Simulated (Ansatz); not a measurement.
**MnO: hydrostatic pressure series**

Theory: DFT PBE, scalar-relativistic, plane waves, PAW in Ansatz. Run with 420 eV cutoff, 16×16×16 k-mesh, Gaussian smearing of 0.10 eV, collinear spin.

Reference structure (relaxed):

```yaml
crystal:
  lattice:
    - [0.00000, 2.22139, 2.22139]
    - [2.22139, 0.00000, 2.22139]
    - [2.22139, 2.22139, 0.00000]
  atoms:
    - { symbol: Mn, position: [0.00000, 0.00000, 0.00000] }
    - { symbol: O, position: [0.50000, 0.50000, 0.50000] }
```

Cell and atoms are relaxed at each pressure within the symmetry of the start, at zero temperature, so transitions that lower the symmetry aren't seen. The k-mesh given is that at zero pressure and may differ at others. a, b and c are the lengths of the cell vectors above.

```csv
P (GPa),V (Å³/atom),V/V0,a (Å),b (Å),c (Å)
-3,11.27,1.028,3.171,3.171,3.171
0,10.96,1.000,3.142,3.142,3.142
3,10.65,0.972,3.112,3.112,3.112
8,10.25,0.935,3.072,3.072,3.072
15,9.75,0.890,3.021,3.021,3.021
30,8.93,0.815,2.934,2.934,2.934
60,7.94,0.725,2.822,2.822,2.822
```

Task: What bulk modulus and pressure derivative fit these points?

Result: A third-order Birch–Murnaghan fit gives B0 = 102 GPa and B0' = 3.7.